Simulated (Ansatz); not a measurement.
Crystal: AlNi.

```
Ni Al
1.0
     2.88100    0.00000    0.00000
     0.00000    2.88100    0.00000
     0.00000    0.00000    2.88100
Ni Al
1 1
Direct
  0.50000 0.50000 0.50000
  0.00000 0.00000 0.00000
```

Base run:

- Program: Ansatz 0.2.0
- Functional: PBEsol
- Potentials or basis: all-electron LAPW, scalar-relativistic
- Cutoff: 255 eV (chosen from the basis error)
- Basis error allowed: 0.001 eV/atom
- k mesh: 9 × 9 × 9
- Occupations: fermi-dirac, width 0.05 eV
- Spin: collinear spin, ferromagnetic start
- Starting moments: [1.0, 0.0] μB

Its results: band gap on the k mesh none (metal or under the smearing width); pressure -3.4 GPa; net moment 0.00 μB per cell.

Task: The run is repeated on the same cell with these changes: hubbard terms from none to Ni d U = 4 eV. What comes out?

Result: Band gap on the k mesh none (metal or under the smearing width); pressure -4.4 GPa; net moment 0.00 μB per cell.

Caveats: the starting moments weren't kept; the magnetic state may not be the lowest (some runs); U is the effective U less J, on atomic orbitals that reach past the spheres (some runs); the U is typed as a test and isn't derived for this compound (some runs).
